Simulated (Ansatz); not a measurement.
`CC/C=C/[SiH3]` + `[OH][Sc]([Cl])[Cl]` → `[SiH3][O][Sc]([Cl])[Cl]` + `C=CCC`  (ligand exchange at the Si–C bond)

Isolated molecules relaxed with PBE0-D4/def2-TZVP in Ansatz; ΔE leaves out vibrations. CBS: MP2 limit from def2 TZ/QZ plus the TZ coupled-cluster correction, frozen cores. Functionals use def2-TZVPP. B3LYP here is the variant with VWN-RPA as its local correlation; programs differ in this. For Sc outer-core shells are correlated without core-valence functions, which leaves a few kJ/mol of doubt a bond. Scalar relativity is left out up to krypton. One conformer a species, not always the lowest.

```csv
level,ΔE (kJ/mol),difference from CCSD(T)/CBS
PBE-D4,-90.3,17.0
r2SCAN-D4,-101.9,5.4
PBE0-D4,-95.2,12.1
B3LYP-D4,-105.1,2.2
ωB97X-V,-102.0,5.3
ωB97M-V,-101.3,6.0
B2PLYP,-108.2,-0.9
PBE,-91.7,15.6
r2SCAN,-102.3,5.0
B3LYP,-107.4,-0.1
HF/def2-TZVPP,-124.5,-17.2
MP2/def2-TZVPP,-105.7,1.6
CCSD/def2-TZVPP,-108.7,-1.4
MP2/def2-QZVPP,-107.3,0.0
SCS-MP2/def2-QZVPP,-111.7,-4.4
CCSD/CBS(def2),-110.1,-2.8
CCSD(T)/CBS,-107.3,0
```

Largest T1 diagnostic among the species: 0.015.

From PBE to PBE0 (25 % exact exchange), in def2-TZVPP and without D4, ΔE moves by −4.6 kJ/mol. In def2-TZVPP, CCSD(T) changes the Hartree–Fock value by +18.6 kJ/mol (the triples alone add +2.8 kJ/mol) and MP2 by +18.8 kJ/mol.

CCSD(T)/CBS has its own doubt, a few kJ/mol and more with outer-core shells, so smaller differences from it don't rank the levels.
